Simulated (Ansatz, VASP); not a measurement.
# HC5 (H-terminated C(111)) in two plane-wave programs, part 2 of 2

Aim: how closely do two programs agree when they are given the same cell, functional and k mesh?  The structure shown is the end of the VASP relaxation below.

VASP 6.6.1 and Ansatz 0.2.0.

So far: Starting point; VASP: relaxation, PBE.

### Step 3. Ansatz: single point, PBE

Level of this step: Ansatz beside VASP: Kohn-Sham DFT, plane waves, PBE (Ansatz).

Ansatz runs on its default PAW (the set named soft_2) files.

The same cell, functional, mesh and smearing now go to Ansatz, which takes its cutoff from its data sets.

input.yaml reads:

```yaml
crystal:
  lattice:
    - [2.52678799, 0.0, 0.0]
    - [1.263394, 2.18826259, 0.0]
    - [0.0, 0.0, 27.00823346]
  atoms:
    - { symbol: C, position: [0.33333333, 0.33333333, 0.33837252] }
    - { symbol: C, position: [0.66666667, 0.66666667, 0.3564433] }
    - { symbol: C, position: [0.66666667, 0.66666667, 0.4140137] }
    - { symbol: C, position: [0.0, 0.0, 0.43308075] }
    - { symbol: C, position: [0.0, 0.0, 0.49043828] }
    - { symbol: C, position: [0.33333333, 0.33333333, 0.50956172] }
    - { symbol: C, position: [0.33333333, 0.33333333, 0.56691925] }
    - { symbol: C, position: [0.66666667, 0.66666667, 0.5859863] }
    - { symbol: C, position: [0.66666667, 0.66666667, 0.6435567] }
    - { symbol: C, position: [0.0, 0.0, 0.66162748] }
    - { symbol: H, position: [0.33333333, 0.33333333, 0.29724319] }
    - { symbol: H, position: [0.0, 0.0, 0.70275681] }
hamiltonian:
  xc: pbe
  pseudopotentials: { kind: paw }
kpoints:
  mp_grid: { grid: [12, 12, 1] }
scf:
  occupations: { method: gaussian, width: 0.03 }
  n_extra_bands: 7
efield:
  axis: 3
  dipole_correction: true
  ramp_width: 0.04
output:
  forces: true
  eigenvalues: true
```

Run with:

```
> ansatz run input.yaml --threads 4 --pin off --max-ram 9216MiB --backend cpu --events-out ev --progress --plain --runs-dir out
```

Numbers of over 12 decimals in the logs are rounded to 6 here.

The log of the run:

```text
scf.n_extra_bands = 7 over 21 filled bands (N_el = 42.0): the run solves 28 bands
Engine: ansatz 0.2.0, aarch64-unknown-linux-gnu
Pseudopotentials: kind: paw
Pseudopotential: C, paw, valence charge 4, recommended cutoff 420 eV (normal), C.paw.azcp
Pseudopotential: H, paw, valence charge 1, recommended cutoff 420 eV (normal), H.paw.azcp
Functional definition: PBE
  parameter kappa = 0.804
  parameter beta = 0.066725
  exchange = pbe_x(kappa = kappa, mu = beta*pi^2/3)
  correlation = pbe_c(beta = beta)
Crystal: 12 atoms, lattice volume = 149.336 Å³
Basis set: ecut = 420 eV, 2953 PW (Γ), exchange–correlation on 36×36×384 points (8 copies of the dense FFT grid, shifted against one another)
Bands: 28, of which v1, the nominal top of the filled ones, is band 21 counted from 1 (20 counted from 0)
Symmetry: 6 space group operations
k-points: 19 of 144 (time reversal used)
Non-local potential: C, projectors of the file, l = 0: 2, l = 1: 2, l = 2: 1
Non-local potential: H, projectors of the file, l = 0: 2, l = 1: 1
PAW form: soft (Blöchl's): semilocal exchange-correlation on the pseudo side does not see the compensation charge
PAW one-centre angular grid: C, 110 points (default); XC on 64 Gauss nodes
PAW one-centre angular grid: H, 110 points (default); XC on 64 Gauss nodes
Initial density: superposition of atomic densities (neutral atoms: chi_scale 0, normalization atom), corrected by the library's trained network
Initial wavefunctions: pseudopotential atomic-orbital guess
Functional: x = pbe(κ = 0.804, μ = 0.219515), c = pbe(β = 0.066725)
SCF iter   1: F=—  HF=-2540.505455 eV  |F-HF|=—  |Δ(HF+E_count)|=         —  Δρ=2.71e-3  dr2=8.38e-2  ethr=1.77e-3  p=0.000 e·Å  D=4.23e-14 V/Å  ΔV_dip=-0.00 eV  dr2_dipole=6.49e-7  V_vac-E_F(+/−)=2.90/2.90 eV  ⟨swp⟩=15.1  Hψ=4251  notcnv=0  defer=3
efield: sawtooth ramp at fractional position 0.9800 (placed from the atoms, in the widest stretch of the axis that holds none; the zero of the levels goes with the place), width 0.0400; the density the first Hamiltonian is built on has a dipole p = 0.000 e·Å; the dipole correction subtracts the counter field D = 4.23e-14 V/Å, which shifts the + side's vacuum level by -0.00 eV against the − side's; the planar-averaged density in the ramp window peaks in size at 6.6e-5 e/Å³
preconditioner: auto → Resta (q_TF=auto, 2.208 Å⁻¹)  ε∞=2.7  [insulator: Δε(μ)=3.318 eV  Ē_g=15.303 eV  σ=0.030 eV  W_gap=1.00  n_scr=18 (ndim 8)  ℏωp=19.7 eV  f_vac=0.523  D(μ)=0.00/eV (n_scr^D=0)  ε∞_Penn≈2.7  vacuum switching on, ρ_ref=1.7e-2 e/Å³]
SCF iter   2: F=—  HF=-2540.492804 eV  |F-HF|=—  |Δ(HF+E_count)|=   1.27e-2  Δρ=2.42e-3  dr2=5.99e-3  ethr=1.99e-4  p=0.000 e·Å  D=2.47e-4 V/Å  ΔV_dip=-0.01 eV  dr2_dipole=7.26e-7  V_vac-E_F(+/−)=2.46/2.46 eV  ⟨swp⟩=3.8  Hψ=1089  notcnv=0  defer=37
SCF iter   3: F=—  HF=-2540.492956 eV  |F-HF|=—  |Δ(HF+E_count)|=   1.52e-4  Δρ=1.21e-3  dr2=1.70e-3  ethr=1.43e-5  p=-0.000 e·Å  D=-3.49e-5 V/Å  ΔV_dip=0.00 eV  dr2_dipole=1.94e-8  V_vac-E_F(+/−)=2.37/2.36 eV  ⟨swp⟩=2.7  Hψ=813  notcnv=0  defer=37
SCF iter   4: F=—  HF=-2540.493169 eV  |F-HF|=—  |Δ(HF+E_count)|=   2.13e-4  Δρ=1.58e-4  dr2=3.08e-5  ethr=4.05e-6  p=0.000 e·Å  D=1.80e-4 V/Å  ΔV_dip=-0.00 eV  dr2_dipole=4.59e-7  V_vac-E_F(+/−)=2.22/2.22 eV  ⟨swp⟩=4.2  Hψ=1028  notcnv=0  defer=37
SCF iter   5: F=—  HF=-2540.493181 eV  |F-HF|=—  |Δ(HF+E_count)|=   1.18e-5  Δρ=6.02e-5  dr2=4.19e-6  ethr=7.33e-8  p=-0.000 e·Å  D=-1.23e-4 V/Å  ΔV_dip=0.00 eV  dr2_dipole=2.11e-7  V_vac-E_F(+/−)=2.22/2.22 eV  ⟨swp⟩=2.8  Hψ=1104  notcnv=0  defer=37
SCF iter   6: F=—  HF=-2540.493183 eV  |F-HF|=—  |Δ(HF+E_count)|=   1.68e-6  Δρ=1.97e-5  dr2=5.82e-7  ethr=9.97e-9  p=0.000 e·Å  D=5.25e-5 V/Å  ΔV_dip=-0.00 eV  dr2_dipole=3.80e-8  V_vac-E_F(+/−)=2.22/2.22 eV  ⟨swp⟩=2.0  Hψ=850  notcnv=0  defer=37
SCF iter   7: F=-2540.493183 eV  HF=-2540.493183 eV  |F-HF|=1.34e-8  |Δ(HF+E_count)|=   3.12e-7  Δρ=6.58e-6  dr2=6.14e-8  ethr=2.38e-10  p=-0.000 e·Å  D=-4.72e-6 V/Å  ΔV_dip=0.00 eV  dr2_dipole=3.41e-10  V_vac-E_F(+/−)=2.22/2.22 eV  ⟨swp⟩=19.6  Hψ=3448  notcnv=0
SCF 1 converged in 7 iterations: F = -2540.493183 eV  dr2 = 6.14e-8
  greatest PAW one-centre occupation: 0.650 electrons in one spin orbital (limit 2), on the C atom at site 0 (counted from 0), in its partial waves of l = 0
SCF converged after 7 iterations
Free energy (F): -2540.493183 eV
Harris-Foulkes:  -2540.493183 eV  (|F-HF|=1.34e-8)
Internal energy: -2540.493183 eV  (E = F + TS)
E sigma→0 (E₀):  -2540.493183 eV
Fermi energy:    4.307342 eV
Dipole field:    D = 0.000024 V/Å  (p = 0.000020 e·Å, saw-weighted, corrected)
Work function:   Φ+ = 2.2211 eV   Φ− = 2.2217 eV
Levels:          The Fermi level and band energies are counted from a zero that moves with the ramp; work functions are not
--- Per-component energies (eV) ---
  E_band       = -236.025379
  E_kinetic    = 947.886484
  E_local      = -47494.545675  (includes V_loc(G=0)·N_el)
  E_nonlocal   = 269.956600
  E_hartree    = 23367.778233
  E_xc         = -504.440623
  E_vxc        = -626.932595  (∫ρ·V_xc dr)
  E_paw        = -993.292454  (= ΣΔE_a)
  E_vpaw       = -67.956645  (= ΣTr[D̂ρ^β])
  E_aug_tail   = -0.002591  (compensation charges beyond the density's cutoff)
  E_efield     = 0.000000  (sawtooth field / dipole correction)
  E_vefield    = 0.000000  (∫n·V_field dr)
  E_ewald      = 21866.166843
  E_smearing   = -0.000000  (= −TS)
  E_closure    = -0.000000  (closes the sum)
  Σ components = -2540.493183   (vs F -2540.493183, Δ=0.00e0)
--- Forces (eV/Å), atoms counted from 1 ---
  atom   1  C     -0.00000000     0.00000000    -0.01369532
  atom   2  C      0.00000000    -0.00000000     0.00598296
  atom   3  C     -0.00000000     0.00000000     0.00459290
  atom   4  C      0.00000000    -0.00000000     0.01486242
  atom   5  C     -0.00000000     0.00000000     0.01617824
  atom   6  C      0.00000000    -0.00000000    -0.01618251
  atom   7  C     -0.00000000     0.00000000    -0.01487085
  atom   8  C      0.00000000    -0.00000000    -0.00460178
  atom   9  C     -0.00000000     0.00000000    -0.00598817
  atom  10  C      0.00000000    -0.00000000     0.01367802
  atom  11  H      0.00000000    -0.00000000     0.04849122
  atom  12  H     -0.00000000     0.00000000    -0.04848593
  max |Σ_I F_I| component: 3.88e-5 eV/Å
--- Band table (eV; the first three rows and the last of 19) ---
  k-point 0: bands = [... 17 lower, 2.2857, 2.2857, 2.9366, 2.9366, 5.6778, 5.7661, 6.7653, 7.4167, ... 3 higher]
  k-point 1: bands = [... 17 lower, 2.0099, 2.0197, 2.2783, 2.6925, 5.8528, 5.9063, 6.9585, 7.6200, ... 3 higher]
  k-point 2: bands = [... 17 lower, 0.5223, 1.3496, 1.8024, 2.0643, 6.3376, 6.3584, 7.5551, 8.1733, ... 3 higher]
  k-point 18: bands = [... 17 lower, -2.4231, -1.7697, -1.7487, -1.7486, 9.8063, 9.8064, 10.1081, 10.8897, ... 3 higher]
```

Elapsed: 3.4 s, on 4 threads of Arm Neoverse V1, shared host; peak memory 0.42 GiB; 13 s of CPU time.

In the SCF lines HF is the Harris–Foulkes energy and dr2 the Hartree energy of the density residual, in eV; the loop may stop once dr2 is under the threshold and the program's other checks hold. Hψ counts applications of the Hamiltonian.

### Step 4. Differences

Known differences besides the PAW data sets themselves: the cutoff is 420 eV in Ansatz and 440 eV in VASP (PREC = Normal); VASP leaves aspherical gradient terms in its spheres out (LASPH is not set), Ansatz keeps them. Total energies have different zeros and are not compared.

Compared:

```tsv
quantity	Ansatz	VASP	difference
gap on the k mesh (eV)	2.741	2.739	+0.002
```

At this near-relaxed geometry the largest component of a force difference is 36 meV/Å.

### Step 5. VASP: band structure, PBE

Levels along a path test the potential and the projectors away from the mesh points.

INCAR reads:

```
SYSTEM = HC5
PREC = Normal
ENCUT = 440
EDIFF = 1E-06
NELM = 120
ISMEAR = 0
SIGMA = 0.03
LREAL = .FALSE.
ALGO = Fast
GGA = PE
NBANDS = 33
LORBIT = 11
LWAVE = .FALSE.
LCHARG = .TRUE.
KPAR = 4
IDIPOL = 3
LDIPOL = .TRUE.
DIPOL = 0.5 0.5 0.5
LVHAR = .TRUE.
LVACPOTAV = .TRUE.
NEDOS = 1500
```

POSCAR reads:

```
HC5
1.0
    2.5267879902      0.0000000000      0.0000000000
    1.2633939951      2.1882625895      0.0000000000
    0.0000000000      0.0000000000     27.0082334576
C H
10 2
Direct
    0.3333333300      0.3333333300      0.3383725175
    0.6666666700      0.6666666700      0.3564433001
    0.6666666700      0.6666666700      0.4140136965
    0.0000000000      0.0000000000      0.4330807486
    0.0000000000      0.0000000000      0.4904382787
    0.3333333300      0.3333333300      0.5095617213
    0.3333333300      0.3333333300      0.5669192514
    0.6666666700      0.6666666700      0.5859863035
    0.6666666700      0.6666666700      0.6435566999
    0.0000000000      0.0000000000      0.6616274825
    0.3333333300      0.3333333300      0.2972431910
    0.0000000000      0.0000000000      0.7027568090
```

KPOINTS reads:

```
Automatic mesh
0
Gamma
12 12 1
0 0 0
```

KPOINTS_OPT reads:

```
Line mode
14
Line-mode
Reciprocal
  0.00000000   0.00000000   0.00000000 GAMMA
  0.00000000  -0.50000000   0.00000000 M

  0.00000000  -0.50000000   0.00000000 M
  0.33333333  -0.33333333   0.00000000 K

  0.33333333  -0.33333333   0.00000000 K
  0.00000000   0.00000000   0.00000000 GAMMA
```

PAW data sets: C and H (PBE family, release 64).

Run with:

```
> mpirun -np 4 vasp_std
```

The log of the run:

```text
[... set-up lines as in an earlier step ...]
 entering main loop
       N       E                     dE             d eps       ncg     rms          rms(c)
DAV:   1     0.224031329940E+03    0.22403E+03   -0.18411E+04  1254   0.983E+02
DAV:   2    -0.814126258128E+02   -0.30544E+03   -0.29107E+03  1702   0.250E+02
DAV:   3    -0.102342528154E+03   -0.20930E+02   -0.20724E+02  1578   0.677E+01
DAV:   4    -0.102829765514E+03   -0.48724E+00   -0.48617E+00  1932   0.114E+01
[...]
RMM:  20    -0.983891279548E+02   -0.12935E-04   -0.69237E-07  1314   0.246E-03    0.757E-04
RMM:  21    -0.983891296830E+02   -0.17283E-05   -0.21444E-07  1119   0.152E-03    0.392E-04
RMM:  22    -0.983891303005E+02   -0.61741E-06   -0.54347E-08   918   0.111E-03
 -----------------------------------------------------------------------------
|                                                                             |
|           W    W    AA    RRRRR   N    N  II  N    N   GGGG   !!!           |
|           W    W   A  A   R    R  NN   N  II  NN   N  G    G  !!!           |
[...]
-----------------------------------------------------------------------------

   1 F= -.98389130E+02 E0= -.98389130E+02  d E =-.766368E-12
 Start KPOINTS_OPT (optional k-point list driver)
k-point batch [1-19\42]
       N       E                     dE             ncg
DAV:   1    -0.856720129010E+01   -0.20383E+05     1270
DAV:   2    -0.490863316377E+04   -0.49001E+04     1631
DAV:   3    -0.534463694971E+04   -0.43600E+03     1600
DAV:   4    -0.535520359945E+04   -0.10567E+02     1716
DAV:   5    -0.535549046122E+04   -0.28686E+00     1828
DAV:   6    -0.535549711124E+04   -0.66500E-02     1772
DAV:   7    -0.535549732069E+04   -0.20945E-03     1924
DAV:   8    -0.535549732610E+04   -0.54125E-05     1556
DAV:   9    -0.535549732638E+04   -0.27461E-06     1236
[...]
k-point batch [39-42\42]
       N       E                     dE             ncg
DAV:   1     0.236061954953E+05   -0.14942E+03      264
DAV:   2     0.226437927462E+05   -0.96240E+03      340
DAV:   3     0.225316552339E+05   -0.11214E+03      342
DAV:   4     0.225272776829E+05   -0.43776E+01      376
DAV:   5     0.225271485881E+05   -0.12909E+00      376
DAV:   6     0.225271423509E+05   -0.62373E-02      408
DAV:   7     0.225271422872E+05   -0.63674E-04      400
DAV:   8     0.225271422862E+05   -0.99299E-06      328
```

Parts of OUTCAR (step 5):

```text
  Total       -0.1978988     -0.1978988     -0.7329157      0.0000000      0.0000000      0.0000000
  in kB       -2.1231926     -2.1231926     -7.8632159      0.0000000      0.0000000      0.0000000
  external PRESSURE =      -4.0365337 kB  Pullay stress =       0.0000000 kB

 POSITION                                       TOTAL-FORCE (eV/Angst)
 -----------------------------------------------------------------------------------
      1.26339      0.72942      9.13884        -0.000000      0.000000     -0.002030
      2.52679      1.45884      9.62690         0.000000      0.000000      0.004340
      2.52679      1.45884     11.18178         0.000000      0.000000      0.002812
      0.00000      0.00000     11.69675         0.000000      0.000000      0.015446
      0.00000      0.00000     13.24587         0.000000     -0.000000      0.014998
      1.26339      0.72942     13.76236        -0.000000     -0.000000     -0.014998
      1.26339      0.72942     15.31149        -0.000000      0.000000     -0.015446
      2.52679      1.45884     15.82645         0.000000      0.000000     -0.002812
      2.52679      1.45884     17.38133         0.000000      0.000000     -0.004340
      0.00000      0.00000     17.86939         0.000000      0.000000      0.002030
      1.26339      0.72942      8.02801         0.000000      0.000000      0.013279
      0.00000      0.00000     18.98022        -0.000000     -0.000000     -0.013279
 -----------------------------------------------------------------------------------
    total drift:                               -0.000004     -0.000002     -0.000530

  FREE ENERGIE OF THE ION-ELECTRON SYSTEM (eV)
  ---------------------------------------------------
  free  energy   TOTEN  =       -98.3891303005 eV

  energy  without entropy=      -98.3891303005  energy(sigma->0) =      -98.38913030

[... 2 parts as in an earlier step ...]

[... 1 further part left out ...]
[key lines of the parts left out:]
E-fermi :   1.6724
```

### Step 6. Ansatz: band structure, PBE

The same cell, functional, mesh and smearing now go to Ansatz, which takes its cutoff from its data sets.

input.yaml reads:

```yaml
crystal:
  lattice:
    - [2.5267879902, 0.0, 0.0]
    - [1.2633939951, 2.1882625895, 0.0]
    - [0.0, 0.0, 27.0082334576]
  atoms:
    - { symbol: C, position: [0.33333333, 0.33333333, 0.3383725175] }
    - { symbol: C, position: [0.66666667, 0.66666667, 0.3564433001] }
    - { symbol: C, position: [0.66666667, 0.66666667, 0.4140136965] }
    - { symbol: C, position: [0.0, 0.0, 0.4330807486] }
    - { symbol: C, position: [0.0, 0.0, 0.4904382787] }
    - { symbol: C, position: [0.33333333, 0.33333333, 0.5095617213] }
    - { symbol: C, position: [0.33333333, 0.33333333, 0.5669192514] }
    - { symbol: C, position: [0.66666667, 0.66666667, 0.5859863035] }
    - { symbol: C, position: [0.66666667, 0.66666667, 0.6435566999] }
    - { symbol: C, position: [0.0, 0.0, 0.6616274825] }
    - { symbol: H, position: [0.33333333, 0.33333333, 0.297243191] }
    - { symbol: H, position: [0.0, 0.0, 0.702756809] }
hamiltonian:
  xc: pbe
  pseudopotentials: { kind: paw }
kpoints:
  mp_grid: { grid: [12, 12, 1] }
  band_path:
    path:
      - [0.0, 0.0, 0.0]
      - [0.0, -0.03846, 0.0]
      - [0.0, -0.07692, 0.0]
      - [0.0, -0.15385, 0.0]
      - [0.0, -0.19231, 0.0]
      - [0.0, -0.26923, 0.0]
      - [0.0, -0.30769, 0.0]
      - [0.0, -0.34615, 0.0]
      - [0.0, -0.42308, 0.0]
      - [0.0, -0.46154, 0.0]
      - [0.0, -0.5, 0.0]
      - [0.02564, -0.48718, 0.0]
      - [0.05128, -0.47436, 0.0]
      - [0.10256, -0.44872, 0.0]
      - [0.12821, -0.4359, 0.0]
      - [0.17949, -0.41026, 0.0]
      - [0.20513, -0.39744, 0.0]
      - [0.25641, -0.37179, 0.0]
      - [0.28205, -0.35897, 0.0]
      - [0.30769, -0.34615, 0.0]
      - [0.33333, -0.33333, 0.0]
      - [0.30769, -0.30769, 0.0]
      - [0.25641, -0.25641, 0.0]
      - [0.23077, -0.23077, 0.0]
      - [0.20513, -0.20513, 0.0]
      - [0.15385, -0.15385, 0.0]
      - [0.12821, -0.12821, 0.0]
      - [0.07692, -0.07692, 0.0]
      - [0.05128, -0.05128, 0.0]
      - [0.0, 0.0, 0.0]
    npoints: 1
scf:
  occupations: { method: gaussian, width: 0.03 }
  n_extra_bands: 12
efield:
  axis: 3
  dipole_correction: true
  ramp_width: 0.04
output:
  forces: true
  eigenvalues: true
```

Run with:

```
> ansatz run input.yaml --threads 4 --pin off --max-ram 9216MiB --backend cpu --events-out ev --progress --plain --runs-dir out
```

The log of the run:

```text
[...]
Crystal: 12 atoms, lattice volume = 149.336 Å³
Basis set: ecut = 420 eV, 2953 PW (Γ), exchange–correlation on 36×36×384 points (8 copies of the dense FFT grid, shifted against one another)
Bands: 33, of which v1, the nominal top of the filled ones, is band 21 counted from 1 (20 counted from 0)
Symmetry: 6 space group operations
[...]
k-point 0: bands = [... 17 lower, 2.2856, 2.2856, 2.9366, 2.9366, 5.6778, 5.7665, 6.7724, 7.4207, ... 8 higher]
  k-point 1: bands = [... 17 lower, 2.0099, 2.0196, 2.2783, 2.6925, 5.8528, 5.9065, 6.9655, 7.6241, ... 8 higher]
  k-point 2: bands = [... 17 lower, 0.5222, 1.3496, 1.8023, 2.0643, 6.3376, 6.3585, 7.5620, 8.1767, ... 8 higher]
  k-point 18: bands = [... 17 lower, -2.4232, -1.7698, -1.7487, -1.7487, 9.8063, 9.8063, 10.1081, 10.8897, ... 8 higher]
[key lines of the parts left out:]
SCF converged after 7 iterations
Free energy (F): -2540.493183 eV
Fermi energy:    4.307328 eV
Dipole field:    D = 0.000036 V/Å  (p = 0.000030 e·Å, saw-weighted, corrected)
Work function:   Φ+ = 2.2209 eV   Φ− = 2.2218 eV
```

Run time: 6.4 s. Hardware: 4 threads; peak memory 0.43 GiB; 25 s of CPU time.

### Step 7. Differences

The two programs side by side:

```tsv
quantity	Ansatz	VASP	difference
gap over the path points (eV)	2.741	2.747	-0.006
```

Levels at points of the path, from each program's valence-band top (eV; 4 filled, then empty):

```tsv
k (reciprocal lattice)	Ansatz	VASP
0.000 0.000 0.000	-0.65 -0.65 0.00 0.00 2.74 2.83 3.84	-0.65 -0.65 0.00 0.00 2.75 2.83 3.70
0.000 -0.038 0.000	-0.77 -0.71 -0.16 -0.05 2.78 2.86 3.88	-0.77 -0.71 -0.16 -0.05 2.79 2.86 3.74
0.000 -0.077 0.000	-0.89 -0.88 -0.58 -0.21 2.89 2.95 4.00	-0.89 -0.88 -0.58 -0.21 2.90 2.95 3.87
0.000 -0.154 0.000	-2.13 -1.47 -1.07 -0.76 3.31 3.33 4.51	-2.13 -1.47 -1.06 -0.76 3.32 3.33 4.37
0.000 -0.192 0.000	-2.68 -1.83 -1.28 -1.10 3.60 3.63 4.89	-2.67 -1.82 -1.28 -1.10 3.61 3.64 4.76
0.000 -0.269 0.000	-3.06 -2.54 -1.82 -1.78 4.32 4.38 5.20	-3.06 -2.53 -1.82 -1.78 4.32 4.38 5.20
0.000 -0.308 0.000	-3.27 -2.85 -2.11 -2.09 4.58 4.81 5.29	-3.26 -2.84 -2.11 -2.08 4.58 4.82 5.29
0.000 -0.346 0.000	-3.50 -3.11 -2.38 -2.35 4.68 5.21 5.62	-3.50 -3.11 -2.37 -2.34 4.68 5.21 5.62
0.000 -0.423 0.000	-3.90 -3.48 -2.77 -2.71 4.84 5.58 5.92	-3.89 -3.48 -2.77 -2.70 4.84 5.57 5.92
0.000 -0.462 0.000	-4.01 -3.58 -2.88 -2.80 5.00 5.55 5.74	-4.01 -3.57 -2.87 -2.80 4.99 5.55 5.73
```

At this near-relaxed geometry the largest component of a force difference is 35 meV/Å. Among the levels compared (up to four filled and three empty ones at each point), filled levels agree within 8 meV and empty ones within 134 meV.

### Step 8. Results

```
difference in gap on the k mesh (single point, PBE)          : 0.0022 eV
r.m.s. force difference (single point, PBE)                  : 9.0 meV/Å
difference in gap over the path points (band structure, PBE) : -0.0059 eV
r.m.s. force difference (band structure, PBE)                : 8.8 meV/Å
```

What this shows: The r.m.s. force difference is 9.0 meV/Å (single point, PBE), within the 12 meV/Å picked in this series as the mark of a large difference. Differences of this kind measure data sets and numerical settings, not the functional's error against experiment.

[Lines on the potential files, build, host, timing and source positions are cut from VASP's logs without a mark.]

[Logs are printed without paths, hosts, clocks, repeated set-up lines and the standing remarks that a program may print on its own settings, such as how far it seeks lower states.]

[Hosts, paths, dates, database ids (printed as entryN), source tags and the programs' standing remarks are cut or masked in the printed files.]
